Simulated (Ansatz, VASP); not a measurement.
## Two plane-wave programs on Ti

```
Ti
1.0
     4.56737    0.00000    0.00000
    -2.28369    3.95546    0.00000
     0.00000    0.00000    2.82624
Ti
3
Direct
  0.00000 0.00000 0.00000
  0.33333 0.66667 0.50000
  0.66667 0.33333 0.50000
```

This isn't the form of Ti at room conditions, which is hcp.

Alike in both runs: task single point; functional PBE; dispersion D3(BJ); k mesh 6 × 6 × 6; occupations gaussian, width 0.1 eV; no spin polarisation.

|  | VASP | Ansatz |
| --- | --- | --- |
| version | VASP 6.6.1 | Ansatz 0.2.0 |
| potentials or method | VASP PAW PBE potentials, release 64 (Ti_sv) | scalar-relativistic, plane waves, PAW |
| plane-wave cutoff (eV) | 520 | 420 |
| valence electrons in the cell | 36 | 36 |

Ansatz gave:

```
gap on the k mesh at the Fermi level (eV)       : none
pressure (GPa)                                  : -5.1
largest component of the traceless stress (GPa) : 0.07
```

**Question.** Which values does VASP return?

**Answer.** gap on the k mesh at the Fermi level (eV): none; pressure (GPa): -5.3; largest component of the traceless stress (GPa): 0.05.

A gap of «none» marks a metal or a gap that the smearing closes.

Caveats: the k mesh is coarse (spacing up to 0.37 Å⁻¹), so the values aren't converged; pairwise dispersion overbinds metals, which lowers pressure and volume.
